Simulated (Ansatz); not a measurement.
A run of Ansatz 0.2.0:

input.yaml

```yaml
crystal:
  lattice:
    - [0.0, 2.035, 2.035]
    - [2.035, 0.0, 2.035]
    - [2.035, 2.035, 0.0]
  atoms:
    - { symbol: Au, position: [0.0, 0.0, 0.0] }
hamiltonian:
  xc: hf
  pseudopotentials: { kind: paw }
kpoints:
  mp_grid: { grid: [6, 6, 6] }
scf:
  occupations: { method: fermi_dirac, width: 0.05 }
output:
  forces: true
  stress: true
  eigenvalues: true
```

Potentials or basis: Ansatz PAW.

Command:

```bash
$ ansatz run input.yaml --threads 2 --pin off --max-ram 5632MiB --backend cpu --events-out ev --progress --plain --runs-dir out
```

Hardware: 2 threads of Arm Neoverse V2 (shared host).

Problem. How long does it take, and how much memory?

Solution. Wall time 7.5 s on 2 threads of Arm Neoverse V2, with other jobs on the host, peak memory 0.53 GiB. Counts: scf iterations 35, plane waves 331, k points 16, bands 14.
